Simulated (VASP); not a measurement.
# Settings for MnO: exchange constants from collinear orders

MnO, Fm-3m (no. 225), 16 atoms in the cell. PBE, DFT+U, collinear orders mapped on a Heisenberg model; PAW potentials Mn_pv, O (PBE set). VASP 6.6.1.

Wanted: order energies within 2 meV per magnetic atom.

Hubbard U (eV): Mn shell d, U 5; LDAUTYPE: 2; Supercell matrix: 2, 0, 0, 0, 2, 0, 0, 0, 2.

POSCAR:
```
MnO
1.0
    0.0000000000      4.4478154056      4.4478154056
    4.4478154056      0.0000000000      4.4478154056
    4.4478154056      4.4478154056      0.0000000000
Mn O
8 8
Direct
    0.0000000000      0.0000000000      0.0000000000
    0.0000000000      0.0000000000      0.5000000000
    0.0000000000      0.5000000000      0.0000000000
    0.0000000000      0.5000000000      0.5000000000
    0.5000000000      0.0000000000      0.0000000000
    0.5000000000      0.0000000000      0.5000000000
    0.5000000000      0.5000000000      0.0000000000
    0.5000000000      0.5000000000      0.5000000000
    0.2500000000      0.2500000000      0.2500000000
    0.2500000000      0.2500000000      0.7500000000
    0.2500000000      0.7500000000      0.2500000000
    0.2500000000      0.7500000000      0.7500000000
    0.7500000000      0.2500000000      0.2500000000
    0.7500000000      0.2500000000      0.7500000000
    0.7500000000      0.7500000000      0.2500000000
    0.7500000000      0.7500000000      0.7500000000
```

The series start from Electronic algorithm: Normal; Density mixing: linear for magnets; Projectors in real space: false; Precision mode: Accurate; SCF threshold (eV): 1e-5; Cutoff (eV): 400; k-point spacing (1/Å): 0.5. Each series keeps the choices made before it, and each single choice may use up half of a tolerance. Times cover all steps of a run.

## Electronic algorithm

| Electronic algorithm | Order energies, largest deviation (meV per magnetic atom) | Time (s) |
|---|---|---|
| Normal | 0.0 | 107 |
| Fast | 0.0 | 89 |

Chosen: Normal; no other choice that stays within half of the tolerance saves 30 % of the time.

## Density mixing

| Density mixing | Order energies, largest deviation (meV per magnetic atom) | Time (s) |
|---|---|---|
| linear for magnets | 0.0 | 107 |
| default | 0.0 | 73 |
| AMIX 0.2, AMIX_MAG 0.8 | 0.0 | 78 |

Chosen: default, the fastest of those that stay within half of the tolerance.

## Projectors in real space

| Projectors in real space | Order energies, largest deviation (meV per magnetic atom) | Time (s) |
|---|---|---|
| false | 0.0 | 73 |
| Auto | 0.0 | 120 |

Chosen: false.

## Precision mode

| Precision mode | Order energies, largest deviation (meV per magnetic atom) | Time (s) |
|---|---|---|
| Accurate | 0.0 | 73 |
| Normal | 0.1 | 44 |

Chosen: Normal.

## SCF threshold (eV)

| SCF threshold (eV) | Order energies, largest deviation (meV per magnetic atom) | Time (s) |
|---|---|---|
| 0.0001 | 0.0 | 46 |
| 1e-5 | 0.0 | 44 |
| 1e-6 (reference) | 0.0 | 54 |

Chosen: 0.0001, the loosest value from which every tighter one stays within half of the tolerance.

## Cutoff (eV)

| Cutoff (eV) | Order energies, largest deviation (meV per magnetic atom) | Time (s) |
|---|---|---|
| 300 | 0.7 | 39 |
| 350 | 0.5 | 46 |
| 400 | 0.4 | 46 |
| 450 | 0.2 | 60 |
| 520 | 0.0 | 65 |
| 600 (reference) | 0.0 | 82 |

Chosen: 300.

## k-point spacing (1/Å)

| k-point spacing (1/Å) | Order energies, largest deviation (meV per magnetic atom) | Time (s) |
|---|---|---|
| 0.7 | 3.9 | 31 |
| 0.5 | 0.5 | 39 |
| 0.4 | 0.1 | 64 |
| 0.3 | 0.1 | 96 |
| 0.24 (reference) | 0.0 | 173 |

Chosen: 0.5.

## All choices together

| Input | Order energies, largest deviation (meV per magnetic atom) | Time (s) |
|---|---|---|
| default cutoff, precision and smearing on a coarse mesh (naive) | 1.0 | 52 |
| chosen settings | 0.4 | 39 |
| reference settings throughout | 0.0 | 640 |

The tolerance is met.

Values of the reference run: Order energies: 0, -61.18, -49.82, -55.73 meV per magnetic atom, against the parallel order.

## The input

INCAR.step1:
```
ALGO = Normal
EDIFF = 1E-4
ENCUT = 300
GGA = PE
ISMEAR = 0
ISPIN = 2
LASPH = T
LCHARG = F
LDAU = T
LDAUJ = 0 0
LDAUL = 2 -1
LDAUPRINT = 1
LDAUTYPE = 2
LDAUU = 5 0
LMAXMIX = 4
LORBIT = 11
LREAL = F
LWAVE = F
MAGMOM = 5 5 5 5 5 5 5 5 0 0 0 0 0 0 0 0
NELM = 200
PREC = Normal
SIGMA = 0.05
```

INCAR.step2, as INCAR.step1 but for:
```
- MAGMOM = 5 5 5 5 5 5 5 5 0 0 0 0 0 0 0 0
+ MAGMOM = 5 5 5 5 -5 -5 -5 -5 0 0 0 0 0 0 0 0
```

INCAR.step3 to INCAR.step4 change the same tag again: MAGMOM = 5 5 -5 -5 -5 -5 5 5 0 0 0 0 0 0 0 0, 5 5 5 -5 -5 5 -5 -5 0 0 0 0 0 0 0 0.

KPOINTS:
```
Automatic mesh
0
Gamma
  3 3 3
  0 0 0
```

Commands (each step's output is kept before the next begins):
```
cat potpaw_PBE.64/Mn_pv/POTCAR potpaw_PBE.64/O/POTCAR > POTCAR
cp INCAR.step1 INCAR
mpirun -np 8 vasp_std > vasp.out
rm WAVECAR CHG
cp INCAR.step2 INCAR
mpirun -np 8 vasp_std > vasp.out
rm WAVECAR CHG
cp INCAR.step3 INCAR
mpirun -np 8 vasp_std > vasp.out
rm WAVECAR CHG
cp INCAR.step4 INCAR
mpirun -np 8 vasp_std > vasp.out
```

The naive input happens to agree within the tolerance here, in 52 s.

Limits: Mean-field temperatures are upper estimates.

The chosen input took VASP 6.6.1 39 s on 8 cores (Intel Xeon 6975P-C (Granite Rapids)), a shared host.

## An input that fails: too few electronic steps

The electronic loop stops at its limit of 8 steps.

Changes against the starting input:
```
- NELM = 200
+ NELM = 8
```
